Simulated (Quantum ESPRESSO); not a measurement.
Si: dielectric tensor and Born charges under several settings

```
CELL_PARAMETERS angstrom
0.00000 2.72185 2.72185
2.72185 0.00000 2.72185
2.72185 2.72185 0.00000
ATOMIC_POSITIONS crystal
Si 0.50000 0.50000 0.50000
Si 0.75000 0.75000 0.75000
```

All runs used Quantum ESPRESSO 7.5; potentials PseudoDojo 0.4.1 SR PBE standard; given cell; no spin polarisation; cutoff 490 eV; occupations smeared at first, fixed for the response.

| level | k mesh (s: shifted) | ε∞ (diagonal) | Born charge of atom 1 (e) | sum of the Born charges (e) |
| --- | --- | --- | --- | --- |
| PBE | 4 × 4 × 4s | 13.88 | -0.07 | -0.15 |
| PBE | 6 × 6 × 6s | ? | ? | ? |
| PBE | 8 × 8 × 8s | 12.92 | 0.00 | 0.00 |
| PBE | 10 × 10 × 10s | 12.91 | 0.00 | 0.00 |

**Question.** What stands in the row left open?

**Answer.** ε∞ 13.02; Born charge of atom 1 -0.01 e; sum of the Born charges -0.01 e.
